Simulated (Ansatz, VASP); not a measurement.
One calculation of KF (Carobbiite), two programs

File INCAR:

```
PREC = Accurate ; ENCUT = 520
EDIFF = 1E-7 ; ISMEAR = -1
SIGMA = 0.05 ; LREAL = False
LASPH = True ; NELM = 80
ALGO = Normal ; ISIF = 2
LWAVE = False ; LCHARG = False
GGA = PE ; NBANDS = 15
```

KPOINTS

```
Automatic mesh
0
Gamma
  9 9 9
```

POSCAR

```
KF
1.0
    0.0000000000      2.6539175805      2.6539175805
    2.6539175805      0.0000000000      2.6539175805
    2.6539175805      2.6539175805      0.0000000000
K F
1 1
Direct
    0.0000000000      0.0000000000      0.0000000000
    0.5000000000      0.5000000000      0.5000000000
```

Contents of input.yaml:

```yaml
crystal:
  lattice:
    - [0.0, 2.6539175805, 2.6539175805]
    - [2.6539175805, 0.0, 2.6539175805]
    - [2.6539175805, 2.6539175805, 0.0]
  atoms:
    - { symbol: K, position: [0.0, 0.0, 0.0] }
    - { symbol: F, position: [0.5, 0.5, 0.5] }
hamiltonian:
  xc: pbe
  pseudopotentials: { kind: paw }
kpoints:
  mp_grid: { grid: [9, 9, 9] }
scf:
  occupations: { method: fermi_dirac, width: 0.05 }
output:
  forces: true
  stress: true
  eigenvalues: true
```

Change from the starting cell: volume scaled by 0.98.

Alike in both runs: task single point; functional PBE; k mesh 9 × 9 × 9; occupations fermi-dirac, width 0.05 eV; no spin polarisation.

|  | VASP | Ansatz |
| --- | --- | --- |
| version | VASP 6.6.1 | Ansatz 0.2.0 |
| potentials or method | VASP PAW PBE potentials, release 64 (K_sv, F) | Ansatz PAW |
| plane-wave cutoff (eV) | 520 | 420 |
| valence electrons in the cell | 16 | 16 |

```tsv
	VASP	Ansatz	Ansatz less VASP
gap on the k mesh at the Fermi level (eV)	6.27	6.29	+0.017
least direct gap on the mesh (eV)	6.27	6.29	+0.017
pressure (GPa)	2.2	2.1	-0.06
```

Caveats: an odd mesh through Γ misses points on the zone boundary, where band edges often lie (VASP); odd divisions of the mesh miss points on the zone boundary, where band edges often lie, so the gap on the mesh can be too wide (Ansatz); the pressure holds a Pulay correction of +0.3 GPa for the finite cutoff (Ansatz).
